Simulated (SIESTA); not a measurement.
# AlNi under changes of volume

One of the cells (11.956 Å³/atom); the others are scaled copies at fixed shape and fractional positions:

```xyz
2
Lattice="2.8810 0.0000 0.0000 0.0000 2.8810 0.0000 0.0000 0.0000 2.8810" Properties=species:S:1:pos:R:3 pbc="T T T"
Ni    1.4405    1.4405    1.4405
Al    0.0000    0.0000    0.0000
```

* Program: SIESTA 5.4.2
* Functional: PBEsol
* Potentials or basis: PseudoDojo 0.4 standard (PBEsol files)
* Basis: DZP (energy shift 0.003 Ry; two zetas on semicore shells)
* Grid cutoff: 800 Ry
* Energy shift: 0.003 Ry
* k mesh: 7 × 7 × 7
* Occupations: fermi-dirac, width 0.05 eV
* Spin: collinear spin, ferromagnetic start
* Starting moments: [1.0, 0.0] μB

```csv
volume (Å³/atom),energy over the lowest point (meV/atom),pressure (GPa)
11.239,7.41,6.5
11.478,0.84,2.3
11.717,0.00,-1.2
11.956,4.58,-4.9
12.196,?,?
12.435,27.68,-10.3
12.674,44.81,-12.8
```

What does the run at 12.196 Å³/atom give?

Energy over the lowest point 14.08 meV/atom; pressure -7.8 GPa.

Worked out: A Birch-Murnaghan fit of order 3 (a polynomial in V^(-2/3)) to the other rows has its minimum at 11.63 Å³/atom with B0 = V·E''(V) = 181 GPa and B' = 4.8. It gives 14.04 meV/atom at 12.196 Å³/atom, against the run's 14.08, and -dE/dV = -7.7 GPa, against -7.8.

Energies are extrapolated to zero smearing.

Caveats: short orbitals over semicore shells can move pressures by several GPa; the basis of atomic orbitals isn't converged, which shifts pressures, moduli and gaps.
